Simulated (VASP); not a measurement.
# LiTaO2 (R-3m) in VASP: a series of runs

Runs on LiTaO2. Level: PBE. Tasks: relaxation of cell and atoms.

Program: VASP 6.6.1. These are calculated values, not measurements. Logs are shortened: lines on timing, memory, paths and dates and some standing lists are left out, and cuts for length are marked.

## 1. Starting point

It takes space group R-3m (No. 166, trigonal). Conventional cell: a = 3.080 Å, b = 3.080 Å, c = 15.500 Å, α = 90.00°, β = 90.00°, γ = 120.00°. Li (site symmetry -3m) is surrounded by 6 O at 2.29 Å. Ta (site symmetry -3m) is surrounded by 6 O at 2.11 Å. Around O (site symmetry 3m) lie 3 Ta at 2.11 Å and 3 Li at 2.29 Å.

The cell was built by a generator and needn't be a form met in nature.

## 2. Relaxation of cell and atoms, PBE

INCAR

```
PREC     = Normal         # precision mode
ENCUT    = 520            # plane-wave cutoff, eV
EDIFF    = 1E-4           # SCF threshold, eV
ISMEAR   = 0              # smearing method
SIGMA    = 0.15           # smearing width, eV
LREAL    = F              # projectors in reciprocal space
LASPH    = T              # aspherical terms in the spheres
NELM     = 60             # most SCF steps
ALGO     = Fast           # electronic algorithm
ISIF     = 3              # what is computed and relaxed
LWAVE    = F              # write WAVECAR
LCHARG   = F              # write CHGCAR
GGA      = PE             # functional
IBRION   = 2              # ionic algorithm
NSW      = 24             # ionic steps
EDIFFG   = -0.08          # ionic threshold
KPAR     = 2
```

KPOINTS

```
Automatic mesh
0
Gamma
  6 6 6
```

POSCAR

```
LiTaO2
1.0
    1.5400000000      0.8891194100      5.1666666700
   -1.5400000000      0.8891194100      5.1666666700
    0.0000000000     -1.7782388300      5.1666666700
Li Ta O
1 1 2
Direct
    0.5000000000      0.5000000000      0.5000000000
    0.0000000000      0.0000000000      0.0000000000
    0.7400000000      0.7400000000      0.7400000000
    0.2600000000      0.2600000000      0.2600000000
```

Potentials or basis: VASP PAW PBE potentials, release 64 (Li_sv, Ta_pv, O).

Launch:

```console
> cat potpaw_PBE.64/Li_sv/POTCAR potpaw_PBE.64/Ta_pv/POTCAR potpaw_PBE.64/O/POTCAR > POTCAR
> mpirun -np 2 vasp_std > vasp.out
```

OUTCAR:

```text
PREC = Normal
   ENCUT = 520
   EDIFF = 1E-4
   ISMEAR = 0
   LREAL = F
   LASPH = T
   NELM = 60
   ISIF = 3
   GGA = PE
   IBRION = 2
   NSW = 24
   EDIFFG = -0.08

 ion  position               nearest neighbor table
   1  0.500  0.500  0.500-
   2  0.000  0.000  0.000-   3 2.11   4 2.11   3 2.11   3 2.11   4 2.11   4 2.11
   3  0.740  0.740  0.740-   2 2.11   2 2.11   2 2.11
   4  0.260  0.260  0.260-   2 2.11   2 2.11   2 2.11

  LATTYP: Found a trigonal (rhomboedric) cell.
 ALAT       =     5.4641172941
 COS(alpha) =     0.8411338359

  Lattice vectors:

 A1 = (   1.5400000000,   0.8891194100,   5.1666666700)
 A2 = (  -1.5400000000,   0.8891194100,   5.1666666700)
 A3 = (   0.0000000000,  -1.7782388300,   5.1666666700)

Analysis of symmetry for initial positions (statically):
=====================================================================
 Subroutine PRICEL returns:
 Original cell was already a primitive cell.

 Routine SETGRP: Setting up the symmetry group for a
 trigonal (rhombohedral) supercell.

 Subroutine GETGRP returns: Found 12 space group operations
 (whereof 12 operations were pure point group operations)
 out of a pool of 12 trial point group operations.

The static configuration has the point symmetry D_3d.

Analysis of symmetry for dynamics (positions and initial velocities):
=====================================================================
 Subroutine PRICEL returns:
 Original cell was already a primitive cell.

 Routine SETGRP: Setting up the symmetry group for a
 trigonal (rhombohedral) supercell.

 Subroutine GETGRP returns: Found 12 space group operations
 (whereof 12 operations were pure point group operations)
 out of a pool of 12 trial point group operations.

The dynamic configuration has the point symmetry D_3d.

 Subroutine INISYM returns: Found 12 space group operations
 (whereof 12 operations are pure point group operations),
 and found     1 'primitive' translations

----------------------------------------------------------------------------------------

                                     Primitive cell

  volume of cell :      42.4466

  direct lattice vectors                    reciprocal lattice vectors
     1.540000000  0.889119410  5.166666670     0.324675325  0.187451386  0.064516129
[... 101 lines left out ...]
   NELECT =      26.0000    total number of electrons
   NUPDOWN=      -1.0000    fix difference up-down
   EMIN   =  10.00;   EMAX   =-10.00  energy-range for DOS
   EFERMI =   0.00;   METHOD = LEGACY
   ISMEAR =     0;   SIGMA  =   0.15  broadening in eV -4-tet -1-fermi 0-gaus
   EFERMI_NEDOS =   21; number of points for ismear=-14 and -15
   IALGO  =     68    algorithm
   IMIX   =      4    mixing-type and parameters
     AMIX     =   0.40;   BMIX     =  1.00
     AMIX_MAG =   1.60;   BMIX_MAG =  1.00
  volume/ion in A,a.u.               =      10.61        71.61
  Fermi-wavevector in a.u.,A,eV,Ry     =   1.390332  2.627346 26.300367  1.933022
  Thomas-Fermi vector in A             =   2.514277
   LORBIT       =      0    0 simple, 1 ext, 2 COOP (PROOUT), +10 PAW based schemes
   GGA     = PE    functional components
   LHFCALC =     F    Hartree Fock is set to
   AEXX    =    0.0000 exact exchange contribution
   IVDW    =     0    specifies the selected vdW correction
   LEPSILON=     F    determine dielectric tensor
   LRPA    =     F    only Hartree local field effects (RPA)
 conjugate gradient relaxation of ions
 non-spin polarized calculation
 RMM-DIIS sequential band-by-band and
 Gauss-broadening in eV      SIGMA  =   0.15
  energy-cutoff  :      520.00
  volume of cell :       42.45
 maximum number of plane-waves:      1155
   NGX = 21   NGY = 21   NGZ = 21

--------------------------------------- Ionic step        1  -------------------------------------------

 number of electron      26.0000025 magnetization

 Free energy of the ion-electron system (eV)
  ---------------------------------------------------
  ext. energy  EPLUGINS =         0.00000000
  ---------------------------------------------------
  free energy    TOTEN  =       -31.41493512 eV

  energy without entropy =      -31.40064502  energy(sigma->0) =      -31.40779007

------------------------ aborting loop because EDIFF is reached ----------------------------------------

  FORCE on cell =-STRESS in cart. coord.  units (eV):
  Direction    XX          YY          ZZ          XY          YZ          ZX
  --------------------------------------------------------------------------------------
  -------------------------------------------------------------------------------------
  Total       -0.3371760     -0.3371760      4.1794804      0.0000000     -0.0000000      0.0000000
  in kB      -12.7269633    -12.7269633    157.7576272      0.0000000     -0.0000001      0.0000000
  external PRESSURE =      44.1012336 kB  Pullay stress =       0.0000000 kB
[... 215 lines left out ...]
--------------------------------------- Ionic step        7  -------------------------------------------

 number of electron      25.9999978 magnetization

 Free energy of the ion-electron system (eV)
  ---------------------------------------------------
  ext. energy  EPLUGINS =         0.00000000
  ---------------------------------------------------
  free energy    TOTEN  =       -32.30227665 eV

  energy without entropy =      -32.28601691  energy(sigma->0) =      -32.29414678

 E-fermi :   6.0997     XC(G=0): -11.7447

 val. band max:        6.0669308828   @ k =  -0.1667   0.1667   0.0000
 cond. band min:       6.1277252804   @ k =  -0.3333   0.5000   0.3333
 fundamental gap:      0.0607943977
 Fermi energy:         6.0997451443

 k-point     1 :       0.0000    0.0000    0.0000
  band No.  band energies     occupation
      1     -39.6024      2.00000
      2     -29.3779      2.00000
      3     -28.7338      2.00000
      4     -28.7338      2.00000
      5     -14.4056      2.00000
      6     -13.1355      2.00000
[... 457 lines left out ...]
      4     -29.0987      2.00000
      5     -13.3922      2.00000
      6     -12.9464      2.00000
[... 9 lines left out ...]
     16      10.9891      0.00000
     17      11.3486      0.00000

 [... further k-points ...]

------------------------ aborting loop because EDIFF is reached ----------------------------------------

  FORCE on cell =-STRESS in cart. coord.  units (eV):
  Direction    XX          YY          ZZ          XY          YZ          ZX
  --------------------------------------------------------------------------------------
  -------------------------------------------------------------------------------------
  Total       -0.2109004     -0.2109004     -0.1206430      0.0000000      0.0000000      0.0000000
  in kB       -8.6602150     -8.6602150     -4.9539723      0.0000000      0.0000000      0.0000000
  external PRESSURE =      -7.4248008 kB  Pullay stress =       0.0000000 kB
[... 19 lines left out ...]
  FREE ENERGIE OF THE ION-ELECTRON SYSTEM (eV)
  ---------------------------------------------------
  free  energy   TOTEN  =       -32.3022766527 eV

  energy  without entropy=      -32.2860169077  energy(sigma->0) =      -32.29414678

 reached required accuracy - stopping structural energy minimisation
```

OSZICAR:

```text
N       E                     dE             d eps       ncg     rms          rms(c)
DAV:   1     0.200983708236E+03    0.20098E+03   -0.14663E+04  1088   0.161E+03
DAV:   2    -0.240185073280E+02   -0.22500E+03   -0.22231E+03  1397   0.406E+02
DAV:   3    -0.352425630471E+02   -0.11224E+02   -0.11165E+02  1878   0.831E+01
DAV:   4    -0.354982585003E+02   -0.25570E+00   -0.25129E+00  1527   0.970E+00
[... 65 lines left out ...]
DAV:   1    -0.323196208271E+02   -0.27872E-01   -0.17100E+00  1115   0.130E+01    0.156E+00
RMM:   2    -0.323049528252E+02    0.14668E-01   -0.48044E-02  1136   0.196E+00    0.697E-01
RMM:   3    -0.323021186406E+02    0.28342E-02   -0.21488E-02  1184   0.119E+00    0.839E-02
RMM:   4    -0.323022511566E+02   -0.13252E-03   -0.22202E-03  1328   0.389E-01    0.656E-02
RMM:   5    -0.323022766527E+02   -0.25496E-04   -0.78824E-04  1029   0.202E-01
   7 F= -.32302277E+02 E0= -.32294147E+02  d E =-.404863E-01
```

Run time: 36 s. Hardware: 2 MPI ranks of Intel Xeon 6975P-C (Granite Rapids), shared host; peak memory 0.19 GiB.

These settings aren't checked as converged: the numbers below hold their error.

What came out:

```
Free energy                            : -32.3023 eV
Relaxed volume                         : 9.75 Å³/atom
Relaxed cell                           : a = 5.673 Å, b = 5.673 Å, c = 5.673 Å, α = 29.44°, β = 29.44°, γ = 29.44°
Space group after relaxing (to 0.05 Å) : R-3m (No. 166)
Energy gained by relaxing              : 221.8 meV/atom
Ionic steps                            : 7
Largest force after relaxing           : 0.073 eV/Å
Band gap on the k mesh                 : none (metal or under the smearing width)
```

Caveat: the k mesh is coarse (spacing up to 0.40 Å⁻¹), so the values aren't converged; the cutoff is under 1.25 times the usual one of these potentials, so pressure, stress and relaxed cells hold a basis-set (Pulay) error; the relaxation stopped at a loose force limit of 0.08 eV/Å, so its end isn't a converged minimum.

## 3. Relaxation of cell and atoms, PBE

This run uses another cell than the first one, of 13.58 Å³/atom, 1.280 times its volume.

INCAR is that of step 2.

KPOINTS

```
Automatic mesh
0
Gamma
  4 4 4
```

POSCAR

```
LiTaO2
1.0
    2.2761366800      1.3141281300      3.0275511300
   -2.2761366800      1.3141281300      3.0275511300
    0.0000000000     -2.6282562500      3.0275511300
Li Ta O
1 1 2
Direct
    0.0000000000      0.0000000000      0.0000000000
    0.5000000000      0.5000000000      0.5000000000
    0.7650626000      0.7650626000      0.7650626000
    0.2349374000      0.2349374000      0.2349374000
```

Potentials or basis: VASP PAW PBE potentials, release 64 (Li_sv, Ta_pv, O).

Launch:

```console
> cat potpaw_PBE.64/Li_sv/POTCAR potpaw_PBE.64/Ta_pv/POTCAR potpaw_PBE.64/O/POTCAR > POTCAR
> mpirun -np 2 vasp_std > vasp.out
```

Wall time 15 s (2 MPI ranks of Intel Xeon 6975P-C (Granite Rapids), shared host); peak memory 0.15 GiB.

The run converged, but some of its settings lie outside the range that counts as converged, so its numbers aren't taken as properties of the crystal.

What came out:

* Free energy: -29.4397 eV
* Relaxed volume: 9.01 Å³/atom
* Relaxed cell: a = 3.529 Å, b = 3.529 Å, c = 3.529 Å, α = 67.46°, β = 67.46°, γ = 67.46°
* Space group after relaxing (to 0.05 Å): R-3m (No. 166)
* Energy gained by relaxing: 685.5 meV/atom
* Ionic steps: 9
* Largest force after relaxing: 0.034 eV/Å
* Band gap on the k mesh: none (metal or under the smearing width)

Caveat: the k mesh is coarse (spacing up to 0.43 Å⁻¹), so the values aren't converged; the cutoff is under 1.25 times the usual one of these potentials, so pressure, stress and relaxed cells hold a basis-set (Pulay) error; the volume moved by over 15 % at a fixed basis, so the end points are rough; the relaxation stopped at a loose force limit of 0.08 eV/Å, so its end isn't a converged minimum.
